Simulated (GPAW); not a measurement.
Set up this calculation in GPAW 26.7.0, as an ASE script.

| Property | Result |
| --- | --- |
| Task | electron localisation function |
| Functional | MS2 |
| Potentials or basis | GPAW PAW data sets (gpaw-data 1.2.1), other valence |
| Cutoff | 510 eV |
| Basis | pw |
| k mesh | 5 × 5 × 5 |
| Occupations | fermi-dirac, width 0.01 eV |
| Spin | no spin polarisation |
| Maxiter | 150 |
| Data set | Te 16 |

Crystal: TePb.

```
CELL_PARAMETERS angstrom
0.00000 3.23100 3.23100
3.23100 0.00000 3.23100
3.23100 3.23100 0.00000
ATOMIC_POSITIONS crystal
Pb 0.00000 0.00000 0.00000
Te 0.50000 0.50000 0.50000
```

These files were run (other wordings do the same):

run.py

```python
from ase import Atoms
from ase.dft.bandgap import bandgap
from ase.io import write
from ase.units import Bohr, GPa
from gpaw import GPAW, PW
from gpaw.elf import elf_from_dft_calculation

atoms = Atoms(['Pb', 'Te'],
              cell=[[0.0, 3.231, 3.231],
                    [3.231, 0.0, 3.231],
                    [3.231, 3.231, 0.0]],
              scaled_positions=[[0.0, 0.0, 0.0],
                                [0.5, 0.5, 0.5]],
              pbc=True)

calc = GPAW(mode=PW(510),
            xc='MGGA_X_MS2+GGA_C_REGTPSS',
            kpts={'size': (5, 5, 5), 'gamma': True},
            occupations={'name': 'fermi-dirac', 'width': 0.01},
            setups={'Te': '16'},
            nbands=-9,
            convergence={'density': 1e-05, 'energy': 1e-05},
            maxiter=150,
            txt='gpaw.txt')
atoms.calc = calc
energy = atoms.get_potential_energy()
forces = atoms.get_forces()
stress = atoms.get_stress()
calc.write('gs.gpw')
write('result.traj', atoms)
print(f'Energy: {energy:.6f} eV')
print('Forces (eV/A):')
print(forces.round(4))
print('Stress (GPa):', (stress / GPa).round(3))
print('Fermi level:', round(calc.get_fermi_level(), 4), 'eV')
print(f'Gap: {bandgap(calc)[0]:.4f} eV, direct: {bandgap(calc, direct=True)[0]:.4f} eV')

# fields on the real-space grid
write('density.cube', atoms, data=calc.get_pseudo_density() * Bohr**3)
write('potential.cube', atoms, data=calc.get_electrostatic_potential())
write('elf.cube', atoms, data=elf_from_dft_calculation(calc).data)
```

Potentials or basis: GPAW PAW data sets (gpaw-data 1.2.1), other valence, pw.

The run is started by

```console
$ OMP_NUM_THREADS=1 python run.py
```

It gave:

| Item | Value |
| --- | --- |
| Pressure | -1.0 GPa |

Caveat: the k mesh is coarse; the cutoff is short for stress and forces, so pressures can be off by a GPa or more; this odd mesh misses L, where the gap lies, so gap, dielectric constants and Born charges aren't listed; the PAW data sets were made with another functional, which shifts forces and pressure a little.

It took 31 s on 1 thread of Arm Neoverse V2 (shared host), peak memory 0.35 GiB.
